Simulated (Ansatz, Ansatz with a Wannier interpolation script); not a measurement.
Rows from a G0W0 calculation on MoS2 (2H monolayer) (Ansatz 0.2.0; G0W0 on PBE, plane waves, PAW; 12×12×1 mesh, 421 empty bands, screening to 80 eV), in eV. Spin-orbit coupling is left out.

```tsv
row	k	band	start	Σx	Σc at the solution	Vxc
A	(0.333, 0.333, 0.000)	v1	-5.960	-19.219	0.343	-18.892
B	(0.333, 0.333, 0.000)	c2	-2.880	-12.690	-4.406	-17.845
C	(0.333, 0.333, 0.000)	c1	-4.287	-16.219	-3.538	-20.504
D	(0.333, 0.333, 0.000)	v2	-8.081	-19.873	2.717	-16.852
E	(0.333, 0.333, 0.000)	c3	-2.415	-15.242	-4.919	-20.859
F	(0.333, 0.333, 0.000)	v3	-8.802	-18.184	2.870	-14.899
```

Question: Give the quasiparticle energies and the shift of each level.

The quasiparticle equation reads E = start + Σx + Σc(E) − Vxc.

```tsv
row	E (eV)	shift (eV)
A	-5.944	+0.017
B	-2.130	+0.750
C	-3.540	+0.747
D	-8.384	−0.304
E	-1.716	+0.699
F	-9.217	−0.415
```

The gap over the computed points goes from 1.65 eV to 2.40 eV.

Limits: not at the basis limit; no spin-orbit coupling.

[Paths, hosts, dates, memory and timing lines, banners, echoed tables and standing remarks are left out of the program output.]

[Logs are printed without paths, hosts, clocks, repeated set-up lines and the standing remarks that a program may print on its own settings, such as how far it seeks lower states.]

[Runs of the session that timed out or met a known fault of the program may be left out.]

[Hosts, paths, dates, database ids (printed as entryN), source tags and the programs' standing remarks are cut or masked in the printed files.]
